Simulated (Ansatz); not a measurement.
All numbers below come from DFT PBE, scalar-relativistic, plane waves, PAW in Ansatz. All cells share a 420 eV cutoff and Γ-centred k meshes spaced at most about 0.3 Å⁻¹ (2π included). No spin polarisation in the final relaxations.

All energies are static (0 K, no zero-point motion).

Two forms of NaF were relaxed alike.

1.

Space group Fm-3m (No. 225). a = 4.701 Å, b = 4.701 Å, c = 4.701 Å, α = 90.00°, β = 90.00°, γ = 90.00°
```
atom  site  symmetry       x       y       z
  Na    4a      m-3m  0.0000  0.0000  0.0000
   F    4b      m-3m  0.5000  0.0000  0.0000
```

2.

Space group P3_212 (No. 153). a = 3.803 Å, b = 3.803 Å, c = 7.517 Å, α = 90.00°, β = 90.00°, γ = 120.00°
```
atom  site  symmetry       x       y       z
  Na    3a       ..2  0.1637  0.8363  0.6667
   F    3a       ..2  0.8351  0.1649  0.6667
```

Question: Which is lower in energy, and by how much?

Answer: Cell 1 is lower, by 176 meV/atom. Cell 1 has the rock salt type, space group Fm-3m (No. 225), 13.0 Å³/atom and a gap of 6.09 eV on its mesh; cell 2 has space group P3_212 (No. 153), 15.7 Å³/atom and a gap of 4.85 eV. Counting F atoms around Na (those within 1.25 times the shortest such distance or 1.15 times the sum of covalent radii), cell 1 has Na 6 and cell 2 has Na 3. The denser one is the lower, and pressure would at first widen the difference. In cell 1, Na has 6 F at 2.35 Å; F has 6 Na at 2.35 Å. In cell 2, Na is surrounded by 3 F at 2.16–2.21 Å; F has 3 Na at 2.16–2.21 Å. Both come from invented guesses. The part of the Crystallography Open Database at hand lists NaF in space group No. 225; sharing a group (Fm-3m) doesn't make a cell the listed structure.

Kohn–Sham gaps at this level usually fall short of measured ones. Cells relaxed within their symmetry can be saddle points.
